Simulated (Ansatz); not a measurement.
Runs of Ansatz 0.2.0 on Ge. Symmetry: P6_3/mmc, No. 194, hexagonal system. Conventional cell: a = 3.998 Å, b = 3.998 Å, c = 6.599 Å, α = 90.00°, β = 90.00°, γ = 120.00°. Ge (site symmetry 3m) is surrounded by 4 Ge at 2.45 to 2.47 Å. This isn't the form of Ge at room conditions, which is diamond.

```tsv
task	level	cutoff (eV)	points for each segment of the path	gap on the mesh (eV)	pressure (GPa)	largest force (eV/Å)
single point	PBEsol0	420	-	1.02	-1.9	0.02
single point	HF	420	-	5.77	3.1	0.02
band structure	HSEsol	420	4	0.36	-1.6	0.03
single point	r2SCANh	500	-	0.53	-0.6	0.01
band structure	HSE03	420	4	0.28	0.7	0.02
single point	B3LYP	420	-	0.83	3.5	-
single point	r2SCAN50	500	-	2.44	-2.8	0.03
single point	r2SCAN0	500	-	(a)	(b)	0.02
```

Alike in all rows: potentials or basis Ansatz PAW; no spin polarisation; cell as given; k mesh 4 × 4 × 2; smearing fermi-dirac 0.05 eV; the mesh is coarse, so values aren't converged.

Problem. Fill in the values left out.

Solution. (a) 1.23; (b) -1.5.

Caveats: all runs use coarse meshes; the PAW data sets come from PBE, with cores solved anew for the run's functional, which leaves a small shift of forces and pressure; the thresholds are loose for stress.

A k mesh can miss the band edges, and the runs leave out spin-orbit coupling on Ge.
